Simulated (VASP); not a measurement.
## NaF in VASP 6.6.1, single-point calculation

INCAR

```
ISMEAR = -1
LCHARG = .FALSE.
ENCUT = 520
NBANDS = 14
SIGMA = 0.02
EDIFF = 1E-7
LWAVE = .FALSE.
NSW = 0
LREAL = .FALSE.
ALGO = Fast
NELM = 120
PREC = Accurate
LASPH = .TRUE.
ISIF = 2
IBRION = -1
GGA = PE
```

KPOINTS

```
KPOINTS created by Atomic Simulation Environment
0
Gamma
8 8 8
0 0 0
```

POSCAR

```
Na F
 1.0000000000000000
     0.0000000000000000    2.5312613679000000    2.5312613679000000
     2.4059639302000000    0.0000000000000000    2.5312613679000000
     2.4059639302000000    2.5312613679000000    0.0000000000000000
 Na  F
   1   1
Cartesian
  0.0000000000000000  0.0000000000000000  0.0000000000000000
  1.2029819651000000  1.2656306839500000  1.2656306839500000
```

The recommended PBE PAW datasets give the neutral cell 14 valence electrons.

Command

```
mpirun -np 1 vasp_std
```

Question: Predict the outcome of this run.

Answer: It converged. Results: gap between bands v and c on the k mesh 5.76 eV; least direct gap on the k mesh 5.76 eV; pressure 4.3 GPa. Band v is the last that the valence electrons fill when counted band by band, and c is the next.

OSZICAR

```
N       E                     dE             d eps       ncg     rms          rms(c)
DAV:   1     0.112539843222E+03    0.11254E+03   -0.76445E+03  1682   0.114E+03
DAV:   2    -0.341759266022E+01   -0.11596E+03   -0.10823E+03  1808   0.330E+02
DAV:   3    -0.947494233702E+01   -0.60573E+01   -0.60438E+01  2042   0.716E+01
DAV:   4    -0.952885366846E+01   -0.53911E-01   -0.53909E-01  1904   0.741E+00
DAV:   5    -0.952950499759E+01   -0.65133E-03   -0.65133E-03  2126   0.810E-01    0.606E+00
RMM:   6    -0.834868717654E+01    0.11808E+01   -0.23658E+00  2094   0.966E+00    0.175E+00
RMM:   7    -0.833971076341E+01    0.89764E-02   -0.92876E-02  2217   0.278E+00    0.131E+00
RMM:   8    -0.835415365643E+01   -0.14443E-01   -0.56148E-02  2152   0.229E+00    0.479E-01
RMM:   9    -0.835045612403E+01    0.36975E-02   -0.85701E-03  2164   0.728E-01    0.168E-01
RMM:  10    -0.835132835524E+01   -0.87223E-03   -0.43248E-03  2123   0.516E-01    0.108E-01
RMM:  11    -0.835137663911E+01   -0.48284E-04   -0.78595E-04  2105   0.236E-01    0.735E-02
RMM:  12    -0.835129754525E+01    0.79094E-04   -0.81760E-05  2238   0.951E-02    0.352E-02
RMM:  13    -0.835128750941E+01    0.10036E-04   -0.10875E-04  2135   0.953E-02    0.114E-02
RMM:  14    -0.835128363131E+01    0.38781E-05   -0.65154E-06  2397   0.308E-02    0.562E-04
RMM:  15    -0.835128371936E+01   -0.88047E-07   -0.13153E-06  2179   0.124E-02    0.970E-04
RMM:  16    -0.835128377788E+01   -0.58524E-07   -0.19885E-07  2072   0.579E-03
   1 F= -.83512838E+01 E0= -.83512838E+01  d E =-.237365E-10
```

For comparison, a separate PBE run of the intended cell, on usual settings and not on those above, gives a gap of 5.76 eV on its mesh and a pressure of 4.2 GPa.
